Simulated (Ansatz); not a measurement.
# Si: the cost of one run

Method: run time, active space, PBE, PAW, in Ansatz 0.2 early development.

## (1) The system as given

It takes space group P1 (No. 1, triclinic). The conventional cell has a = 5.431 Å, b = 5.431 Å, c = 10.862 Å, α = 90.00°, β = 90.00°, γ = 90.00°. Around Si (site symmetry 1) lie 4 Si at 2.31 to 2.39 Å. Si (site symmetry 1) has 4 Si at 2.34 to 2.38 Å as nearest neighbours. Si (site symmetry 1) has 4 Si at 2.30 to 2.39 Å as nearest neighbours. Si (site symmetry 1) is surrounded by 4 Si at 2.33 to 2.39 Å. Around Si (site symmetry 1) lie 4 Si at 2.30 to 2.38 Å. Only part of the 16 independent sites is listed.

Cell or atoms stand a little off a more symmetric structure (Fd-3m at a tolerance of 0.3 Å), so results at this geometry aren't those of that ideal crystal.

Structure file:

```xyz
16
Lattice="10.8620 0.0000 0.0000 0.0000 5.4310 0.0000 0.0000 0.0000 5.4310" Properties=species:S:1:pos:R:3 pbc="T T T"
Si   -0.0300   -0.0043    0.0213
Si   -0.0129    2.7282    2.6938
Si    1.3617    1.3874    1.3531
Si    1.3787    4.0599    4.0856
Si    2.6935    0.0036    2.7448
Si    2.7105    2.7361   -0.0136
Si    4.0852    1.3354    4.0766
Si    4.1023    4.0679    1.3781
Si    5.4170    0.0117   -0.0226
Si    5.4339    2.7442    2.7099
Si    6.8087    1.3434    1.3691
Si    6.7657    4.0759    4.1016
Si    8.1405    0.0197    2.7008
Si    8.1575    2.6922    0.0023
Si    9.5323    1.3515    4.0926
Si    9.4893    4.0839    1.3341
```

## (2) Running it

File input.yaml:

```yaml
crystal:
  lattice:
    - [10.86200, 0.00000, 0.00000]
    - [0.00000, 5.43100, 0.00000]
    - [0.00000, 0.00000, 5.43100]
  atoms:
    - { symbol: Si, position: [-0.00276, -0.00079, 0.00392] }
    - { symbol: Si, position: [-0.00119, 0.50233, 0.49601] }
    - { symbol: Si, position: [0.12536, 0.25546, 0.24914] }
    - { symbol: Si, position: [0.12693, 0.74754, 0.75227] }
    - { symbol: Si, position: [0.24797, 0.00067, 0.50540] }
    - { symbol: Si, position: [0.24954, 0.50380, -0.00251] }
    - { symbol: Si, position: [0.37610, 0.24589, 0.75061] }
    - { symbol: Si, position: [0.37767, 0.74902, 0.25374] }
    - { symbol: Si, position: [0.49871, 0.00215, -0.00416] }
    - { symbol: Si, position: [0.50027, 0.50528, 0.49896] }
    - { symbol: Si, position: [0.62684, 0.24736, 0.25209] }
    - { symbol: Si, position: [0.62288, 0.75049, 0.75522] }
    - { symbol: Si, position: [0.74945, 0.00362, 0.49730] }
    - { symbol: Si, position: [0.75101, 0.49571, 0.00043] }
    - { symbol: Si, position: [0.87758, 0.24884, 0.75356] }
    - { symbol: Si, position: [0.87362, 0.75197, 0.24565] }
  symmetry: { detect: false }
kpoints: { mp_grid: { grid: [1, 1, 1], shift: [0.5, 0.5, 0.5] } }
hamiltonian: { xc: pbe, pseudopotentials: { kind: paw } }
scf: { max_iter: 300, convergence: { dr2_threshold: 1.0e-9 eV }, occupations: { method: fixed } }
output: { active_space: { virtuals_per_pair: 2, afqmc: { sampling_time: 3.6, seed: 36 } } }
```

Run with:

```bash
> ansatz run input --backend cuda --devices 0, --threads 11 --events-out ev
```

Q: Estimate wall time and peak memory on 1 × NVIDIA GB300 with 11 threads of Arm Neoverse V2 (Grace), shared host.

About 36 s, with a peak of 2.4 GiB on the host and 11 GiB on a GPU.
